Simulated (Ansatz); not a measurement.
Start from `[BH2][Zn][CH2]C` and change one atom or group to get `C[CH2][Zn][CH2]C`.

Ansatz, PBE0-D4/def2-TZVP geometries, multiplicity 1. Each molecule was computed in one conformer, which needn't be the lowest.

Scalar relativity is left out up to krypton.

| property | `[BH2][Zn][CH2]C` |
| --- | --- |
| size of the dipole moment (B3LYP/def2-TZVPP) / D | 0.13 |
| HOMO–LUMO gap (B3LYP/def2-TZVPP) / eV | 3.71 |
| HOMO energy (B3LYP/def2-TZVPP) / eV | -6.28 |
| HOMO–LUMO gap (PBE/def2-TZVPP) / eV | 2.07 |
| LUMO energy (ωB97M-V/def2-TZVPP) / eV | -0.49 |
| LUMO energy (B3LYP/def2-TZVPP) / eV | -2.57 |

What does the change do to each property? (Estimate.)

Computed: 
```csv
property,`C[CH2][Zn][CH2]C`,shift
size of the dipole moment (B3LYP/def2-TZVPP) / D,0.22,0.09
HOMO–LUMO gap (B3LYP/def2-TZVPP) / eV,5.94,2.23
HOMO energy (B3LYP/def2-TZVPP) / eV,-6.30,-0.02
HOMO–LUMO gap (PBE/def2-TZVPP) / eV,4.57,2.50
LUMO energy (ωB97M-V/def2-TZVPP) / eV,1.20,1.69
LUMO energy (B3LYP/def2-TZVPP) / eV,-0.36,2.21
```

Dipoles are sizes alone; their direction can turn.

B3LYP here is the variant with VWN-RPA as its local correlation; programs differ in this.

Positive LUMOs are unbound, so they and the gaps depend on the basis.
